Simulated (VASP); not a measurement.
# Hf (P6_3/mmc) in VASP: further runs, part 2 of 2

VASP 6.6.1.

## Step 3: Band structure, revPBE

INCAR reads:

```
  ALGO = Fast
  EDIFF = 1E-7
  ENCUT = 520
  GGA = RE
  ISIF = 2
  ISMEAR = -1
  LASPH = T
  LCHARG = F
  LMAXMIX = 4
  LREAL = F
  LWAVE = F
  NELM = 80
  PREC = Accurate
  SIGMA = 0.05
```

KPOINTS reads:

```
k-points
0
Gamma
  10 10 5
```

POSCAR reads:

```
Hf
1.0
    3.1967000000      0.0000000000      0.0000000000
   -1.5983500000      2.7684234083      0.0000000000
    0.0000000000      0.0000000000      5.0578000000
Hf
2
Direct
    0.6666666667      0.3333333333      0.7500000000
    0.3333333333      0.6666666667      0.2500000000
```

KPOINTS_OPT reads:

```
path GMKGALHA,LM,KH
10
line-mode
reciprocal
 0.0000000000  0.0000000000  0.0000000000  G
 0.5000000000  0.0000000000  0.0000000000  M

 0.5000000000  0.0000000000  0.0000000000  M
 0.3333333333  0.3333333333  0.0000000000  K

 0.3333333333  0.3333333333  0.0000000000  K
 0.0000000000  0.0000000000  0.0000000000  G

 0.0000000000  0.0000000000  0.0000000000  G
 0.0000000000  0.0000000000  0.5000000000  A

 0.0000000000  0.0000000000  0.5000000000  A
 0.5000000000  0.0000000000  0.5000000000  L

 0.5000000000  0.0000000000  0.5000000000  L
 0.3333333333  0.3333333333  0.5000000000  H

 0.3333333333  0.3333333333  0.5000000000  H
 0.0000000000  0.0000000000  0.5000000000  A

 0.5000000000  0.0000000000  0.5000000000  L
 0.5000000000  0.0000000000  0.0000000000  M

 0.3333333333  0.3333333333  0.0000000000  K
 0.3333333333  0.3333333333  0.5000000000  H
```

Potentials or basis: VASP PAW PBE potentials, release 64 (Hf_pv).

The run is started by

```sh
> cat potpaw_PBE.64/Hf_pv/POTCAR > POTCAR
> mpirun -np 1 vasp_std > vasp.out
```

OUTCAR:

```text
EDIFF = 1E-7
   ENCUT = 520
   GGA = RE
   ISIF = 2
   ISMEAR = -1
   LASPH = T
   LREAL = F
   NELM = 80
   PREC = Accurate

 ion  position               nearest neighbor table
   1  0.667  0.333  0.750-   2 3.13   2 3.13   2 3.13   2 3.13   2 3.13   2 3.13
   2  0.333  0.667  0.250-   1 3.13   1 3.13   1 3.13   1 3.13   1 3.13   1 3.13

  LATTYP: Found a hexagonal cell.
 ALAT       =     3.1967000000
 C/A-ratio  =     1.5821941377

  Lattice vectors:

 A1 = (   3.1967000000,   0.0000000000,   0.0000000000)
 A2 = (  -1.5983500000,   2.7684234083,   0.0000000000)
 A3 = (   0.0000000000,   0.0000000000,   5.0578000000)

Analysis of symmetry for initial positions (statically):
=====================================================================
 Subroutine PRICEL returns:
 Original cell was already a primitive cell.

 Routine SETGRP: Setting up the symmetry group for a
 hexagonal supercell.

 Subroutine GETGRP returns: Found 24 space group operations
 (whereof 12 operations were pure point group operations)
 out of a pool of 24 trial point group operations.

[... 178 lines left out ...]
      4     -25.2466      2.00000
      5     -25.2394      2.00000
      6     -25.2394      2.00000
      7      -2.3895      2.00000
      8       1.2898      2.00000
      9       5.6012      0.00001
     10       6.1904      0.00000
     11       6.1905      0.00000
     12       6.4657      0.00000
     13       7.0128      0.00000
     14       7.0128      0.00000
[... 377 lines left out ...]
      1     -25.9617      2.00000
      2     -25.8352      2.00000
      3     -25.6538      2.00000
      4     -25.5344      2.00000
      5     -25.4415      2.00000
      6     -25.3697      2.00000
      7       1.5417      2.00000
      8       2.5061      2.00000
      9       3.3220      2.00000
     10       3.8767      2.00000
     11       5.6497      0.00000
     12       5.9761      0.00000
     13       6.6359      0.00000
     14       9.7722      0.00000

 [... further k-points ...]

------------------------ aborting loop because EDIFF is reached ----------------------------------------

  FORCE on cell =-STRESS in cart. coord.  units (eV):
  Direction    XX          YY          ZZ          XY          YZ          ZX
  --------------------------------------------------------------------------------------
  -------------------------------------------------------------------------------------
  Total        0.6534082      0.6534082      0.5305521     -0.0000000      0.0000000      0.0000000
  in kB       23.3883241     23.3883241     18.9907688     -0.0000000      0.0000000      0.0000000
  external PRESSURE =      21.9224724 kB  Pullay stress =       0.0000000 kB

 VOLUME and BASIS-vectors are now :
 -----------------------------------------------------------------------------
  energy-cutoff  :      520.00
  volume of cell :       44.76
      direct lattice vectors                 reciprocal lattice vectors
     3.196700000  0.000000000  0.000000000     0.312822598  0.180608211  0.000000000
    -1.598350000  2.768423408  0.000000000     0.000000000  0.361216423  0.000000000
     0.000000000  0.000000000  5.057800000     0.000000000  0.000000000  0.197714421

 POSITION                                       TOTAL-FORCE (eV/Angst)
 -----------------------------------------------------------------------------------
      1.59835      0.92281      3.79335         0.000000     -0.000000      0.000000
     -0.00000      1.84562      1.26445        -0.000000      0.000000      0.000000
 -----------------------------------------------------------------------------------
    total drift:                               -0.000000      0.000000     -0.000000

  FREE ENERGIE OF THE ION-ELECTRON SYSTEM (eV)
  ---------------------------------------------------
  free  energy   TOTEN  =       -19.1719930880 eV

  energy  without entropy=      -19.1609111655  energy(sigma->0) =      -19.16645213
```

OSZICAR:

```text
N       E                     dE             d eps       ncg     rms          rms(c)
DAV:   1     0.472619886680E+02    0.47262E+02   -0.11690E+04  1184   0.136E+03
DAV:   2    -0.178236762068E+02   -0.65086E+02   -0.63940E+02  1464   0.268E+02
DAV:   3    -0.198215563180E+02   -0.19979E+01   -0.19712E+01  1608   0.306E+01
[... 35 lines left out ...]
       N       E                     dE             ncg
DAV:   1     0.267376117020E+05   -0.61641E+04      168
DAV:   2     0.263384554135E+05   -0.39916E+03      210
DAV:   3     0.263229157892E+05   -0.15540E+02      222
DAV:   4     0.263227624137E+05   -0.15338E+00      198
DAV:   5     0.263227595275E+05   -0.28863E-02      232
DAV:   6     0.263227594787E+05   -0.48738E-04      216
DAV:   7     0.263227594764E+05   -0.22720E-05      216
DAV:   8     0.263227594763E+05   -0.12469E-06      206
DAV:   9     0.263227594763E+05   -0.61264E-08      150
```

Run time: 1.9 min. Hardware: 1 thread of AMD EPYC, shared host; peak memory 0.15 GiB.

What came out:

* Free energy: -19.1720 eV
* Pressure: 2.2 GPa
* Band gap along the path: none (metal or under the smearing width)

Stress tensor (GPa, compression positive):
```
2.34 0.00 0.00
0.00 2.34 0.00
0.00 0.00 1.90
```

Levels at the corners of the path, in eV from the Fermi level:
```
point  band 6  band 7  band 8  band 9  band 10  band 11  band 12  band 13  band 14
    Γ  -30.22   -7.37   -3.69    0.62     1.21     1.21     1.48     2.03     2.03
    M  -30.31   -3.34   -2.73   -2.22    -0.81     0.82     0.88     1.70     5.92
    M  -30.31   -3.34   -2.73   -2.22    -0.81     0.82     0.88     1.70     5.92
    K  -30.54   -2.12   -1.79   -1.79    -1.44     0.38     0.38     2.07     5.22
    K  -30.54   -2.12   -1.79   -1.79    -1.44     0.38     0.38     2.07     5.22
    Γ  -30.22   -7.37   -3.69    0.62     1.21     1.21     1.48     2.03     2.03
    Γ  -30.22   -7.37   -3.69    0.62     1.21     1.21     1.48     2.03     2.03
    A  -30.29   -5.40   -5.40    0.16     0.16     1.10     1.10     1.10     1.10
    A  -30.29   -5.40   -5.40    0.16     0.16     1.10     1.10     1.10     1.10
    L  -30.42   -3.39   -3.39   -0.97    -0.97     1.17     1.17     2.67     2.67
    L  -30.42   -3.39   -3.39   -0.97    -0.97     1.17     1.17     2.67     2.67
    H  -30.36   -1.75   -1.75   -1.46    -1.46    -0.20    -0.20     2.55     2.55
    H  -30.36   -1.75   -1.75   -1.46    -1.46    -0.20    -0.20     2.55     2.55
    A  -30.29   -5.40   -5.40    0.16     0.16     1.10     1.10     1.10     1.10
    L  -30.42   -3.39   -3.39   -0.97    -0.97     1.17     1.17     2.67     2.67
    M  -30.31   -3.34   -2.73   -2.22    -0.81     0.82     0.88     1.70     5.92
    K  -30.54   -2.12   -1.79   -1.79    -1.44     0.38     0.38     2.07     5.22
    H  -30.36   -1.75   -1.75   -1.46    -1.46    -0.20    -0.20     2.55     2.55
```

Caveat: the PAW data sets were made with another functional, which shifts forces and pressure a little; spin-orbit coupling is left out, which moves the levels of the heavy elements.

## Step 4: Band structure, BLYP

Changes to INCAR since step 3:

```diff
@@ -1 +1,5 @@
+  AGGAC = 1.0
+  AGGAX = 1.0
+  ALDAC = 0.0
+  ALDAX = 1.0
   ALGO = Fast
@@ -3,3 +7,3 @@
   ENCUT = 520
-  GGA = RE
+  GGA = B5
   ISIF = 2
```

KPOINTS is that of step 3.

POSCAR is that of step 3.

KPOINTS_OPT is that of step 3.

The run is started by

```sh
> cat potpaw_PBE.64/Hf_pv/POTCAR > POTCAR
> mpirun -np 1 vasp_std > vasp.out
```

Wall time 2.5 min (1 thread of AMD EPYC, shared host); peak memory 0.15 GiB.

Results (log left out):

```
Free energy             : -17.2338 eV
Pressure                : 3.4 GPa
Band gap along the path : none (metal or under the smearing width)
```

Stress tensor (GPa, compression positive):
```
3.48 0.00 0.00
0.00 3.48 0.00
0.00 0.00 3.23
```

Levels at the corners of the path, in eV from the Fermi level:
```tsv
point	band 7	band 8	band 9	band 10	band 11	band 12	band 13	band 14
Γ	-7.22	-3.66	0.89	1.11	1.11	1.38	1.91	1.91
M	-3.28	-2.72	-2.19	-0.64	0.73	0.90	1.68	5.73
M	-3.28	-2.72	-2.19	-0.64	0.73	0.90	1.68	5.73
K	-2.12	-1.74	-1.74	-1.30	0.37	0.37	2.07	5.07
K	-2.12	-1.74	-1.74	-1.30	0.37	0.37	2.07	5.07
Γ	-7.22	-3.66	0.89	1.11	1.11	1.38	1.91	1.91
Γ	-7.22	-3.66	0.89	1.11	1.11	1.38	1.91	1.91
A	-5.24	-5.24	0.14	0.14	1.00	1.00	1.00	1.00
A	-5.24	-5.24	0.14	0.14	1.00	1.00	1.00	1.00
L	-3.34	-3.34	-1.00	-1.00	1.36	1.36	2.58	2.58
L	-3.34	-3.34	-1.00	-1.00	1.36	1.36	2.58	2.58
H	-1.75	-1.75	-1.37	-1.37	-0.14	-0.14	2.46	2.46
H	-1.75	-1.75	-1.37	-1.37	-0.14	-0.14	2.46	2.46
A	-5.24	-5.24	0.14	0.14	1.00	1.00	1.00	1.00
L	-3.34	-3.34	-1.00	-1.00	1.36	1.36	2.58	2.58
M	-3.28	-2.72	-2.19	-0.64	0.73	0.90	1.68	5.73
K	-2.12	-1.74	-1.74	-1.30	0.37	0.37	2.07	5.07
H	-1.75	-1.75	-1.37	-1.37	-0.14	-0.14	2.46	2.46
```

Caveat: the PAW data sets were made with another functional, which shifts forces and pressure a little; spin-orbit coupling is left out, which moves the levels of the heavy elements.

## Step 5: The runs side by side

| level | pressure (GPa) |
| --- | --- |
| RPBE | 3.0 |
| revPBE | 2.2 |
| BLYP | 3.4 |

Alike in all rows: task band structure; potentials or basis VASP PAW PBE potentials, release 64 (Hf_pv); no spin polarisation; cell as given; k mesh 10 × 10 × 5; cutoff (eV) 520; smearing fermi-dirac 0.05 eV.

The pressure there spans 2.2 GPa (revPBE) to 3.4 GPa (BLYP); a positive pressure means that this level wants a larger cell, a negative one a smaller.

Caveats: the PAW data sets were made with another functional, which shifts forces and pressure a little; spin-orbit coupling is left out, which moves the levels of the heavy elements.

Total energies depend on the potentials used, so only differences within one code and one set of settings carry meaning.
